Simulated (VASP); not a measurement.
Here is a VASP 6.6.1 calculation.

INCAR

```
PREC = Accurate
ENCUT = 520
EDIFF = 1E-7
ISMEAR = 0
SIGMA = 0.01
LREAL = False
LASPH = True
NELM = 100
ALGO = Fast
ISIF = 2
LWAVE = False
LCHARG = False
GGA = CA
NBANDS = 16
```

KPOINTS

```
Automatic mesh
0
Gamma
  7 7 7
```

Contents of POSCAR:

```
GaP
1.0
    0.0000000000      2.7252500000      2.7252500000
    2.7252500000      0.0000000000      2.7252500000
    2.7252500000      2.7252500000      0.0000000000
Ga P
1 1
Direct
    0.0000000000      0.0000000000      0.0000000000
    0.2500000000      0.2500000000      0.2500000000
```

Potentials or basis: VASP PAW LDA potentials, release 64 (Ga_d, P).

Run with:

```sh
$ cat potpaw_LDA.64/Ga_d/POTCAR potpaw_LDA.64/P/POTCAR > POTCAR
$ mpirun -np 1 vasp_std > vasp.out
```

Problem. Estimate the band gap on the k mesh.

Solution. 1.44 eV, indirect (least direct gap 1.64 eV).

Problem. What does it give for the pressure?

Solution. -2.7 GPa.

Caveat: an odd mesh through Γ misses points on the zone boundary, where band edges often lie.

The gap isn't set beside the measured one, since this odd mesh misses points on the zone boundary.
